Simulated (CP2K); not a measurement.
Input of a CP2K 2026.2 run:

Contents of in2o3_bands.inp:

```
&GLOBAL
  PROJECT in2o3_bands
  RUN_TYPE ENERGY_FORCE
  PRINT_LEVEL LOW
&END GLOBAL
&FORCE_EVAL
  METHOD QS
  STRESS_TENSOR ANALYTICAL
  &DFT
    BASIS_SET_FILE_NAME BASIS_MOLOPT
    POTENTIAL_FILE_NAME GTH_SOC_POTENTIALS
    &MGRID
      CUTOFF 600
      REL_CUTOFF 60
      NGRIDS 5
    &END MGRID
    &QS
      METHOD GPW
      EPS_DEFAULT 1.0E-10
    &END QS
    &KPOINTS
      SCHEME MONKHORST-PACK 5 5 5
      GAMMA_CENTERED T
    &END KPOINTS
    &SCF
      SCF_GUESS ATOMIC
      EPS_SCF 1.0E-6
      MAX_SCF 100
      ADDED_MOS 26
      CHOLESKY OFF
      EPS_EIGVAL 1.0E-7
      &DIAGONALIZATION ON
        ALGORITHM STANDARD
      &END DIAGONALIZATION
      &MIXING ON
        METHOD BROYDEN_MIXING
        ALPHA 0.4
        BETA 1.5
        NBUFFER 8
      &END MIXING
      &SMEAR ON
        METHOD FERMI_DIRAC
        ELECTRONIC_TEMPERATURE [K] 580.226
      &END SMEAR
    &END SCF
    &XC
      &XC_FUNCTIONAL
        &GGA_X_PBE
        &END GGA_X_PBE
        &GGA_C_PBE
        &END GGA_C_PBE
      &END XC_FUNCTIONAL
    &END XC
    &PRINT
      &KPOINTS ON
      &END KPOINTS
      &MULLIKEN ON
      &END MULLIKEN
      &MO ON
        ENERGIES T
        OCCUPATION_NUMBERS T
        &EACH
          QS_SCF 0
        &END EACH
        ADD_LAST NUMERIC
      &END MO
    &END PRINT
  &END DFT
  &PROPERTIES
    &BANDSTRUCTURE ON
      &BANDSTRUCTURE_PATH
        NPOINTS 6
        SPECIAL_POINT GAMMA 0.00000000 0.00000000 0.00000000
        SPECIAL_POINT L 0.50000000 0.00000000 0.00000000
        SPECIAL_POINT B1 0.50000000 0.23816651 -0.23816651
      &END BANDSTRUCTURE_PATH
      &SOC ON
      &END SOC
    &END BANDSTRUCTURE
  &END PROPERTIES
  &SUBSYS
    &CELL
      A 5.7817875648 0.0000000000 0.0000000000
      B 3.1781663955 4.8299405594 0.0000000000
      C 3.1781663956 1.7132180418 4.5158841601
      PERIODIC XYZ
    &END CELL
    &COORD
      SCALED
      In  0.8573100000 0.8573100000 0.8573100000
      In  0.6426900000 0.6426900000 0.6426900000
      In  0.1426900000 0.1426900000 0.1426900000
      In  0.3573100000 0.3573100000 0.3573100000
      O   0.0480000000 0.7500000000 0.4520000000
      O   0.7500000000 0.4520000000 0.0480000000
      O   0.4520000000 0.0480000000 0.7500000000
      O   0.9520000000 0.2500000000 0.5480000000
      O   0.2500000000 0.5480000000 0.9520000000
      O   0.5480000000 0.9520000000 0.2500000000
    &END COORD
    &KIND In
      BASIS_SET DZVP-MOLOPT-SR-GTH-q13
      POTENTIAL GTH-PBE-q13
    &END KIND
    &KIND O
      BASIS_SET DZVP-MOLOPT-SR-GTH-q6
      POTENTIAL GTH-PBE-q6
    &END KIND
    &PRINT
      &ATOMIC_COORDINATES ON
      &END ATOMIC_COORDINATES
      &CELL ON
      &END CELL
      &SYMMETRY ON
      &END SYMMETRY
    &END PRINT
  &END SUBSYS
  &PRINT
    &FORCES ON
    &END FORCES
    &STRESS_TENSOR ON
    &END STRESS_TENSOR
  &END PRINT
&END FORCE_EVAL
```

Potentials or basis: GTH_SOC_POTENTIALS In GTH-PBE-q13, O GTH-PBE-q6; DZVP-MOLOPT-SR-GTH basis.

Run with:

```sh
$ OMP_NUM_THREADS=1 cp2k.psmp -i in2o3_bands.inp -o in2o3_bands.out
```

(1) Estimate the band gap along the path.

(2) Estimate the Mulliken charges.

Results:

(1) 1.23 eV, indirect (least direct gap 1.28 eV).

(2) In +0.94; O -0.63 e.

Caveat: the basis of atomic orbitals isn't converged, which shifts pressures, moduli and gaps.

**What was measured.**

“Fabrication and performance enhancement of an In2O3/BiVO4 heterojunction for N-butanol gas sensing applications”, 2024, pmc:11650617 reports, for a powder of In2O3: band gap 3.08 eV (optical).

Against the measured gap of In2O3, 3.08 eV (optical; powder; “Fabrication and performance enhancement of an In2O3/BiVO4 heterojunction for N-butanol gas sensing applications”, 2024, pmc:11650617), the calculated 1.23 eV is off by -1.85 eV. So large a miss can be the level of theory's own, or it may mean another phase, state or a wrong row. The value is that of PBE in an atomic basis (GTH_SOC_POTENTIALS In GTH-PBE-q13, O GTH-PBE-q6; DZVP-MOLOPT-SR-GTH basis), whose error adds to the functional's,, without temperature or zero-point motion. Semilocal functionals fall short of measured gaps as a rule.
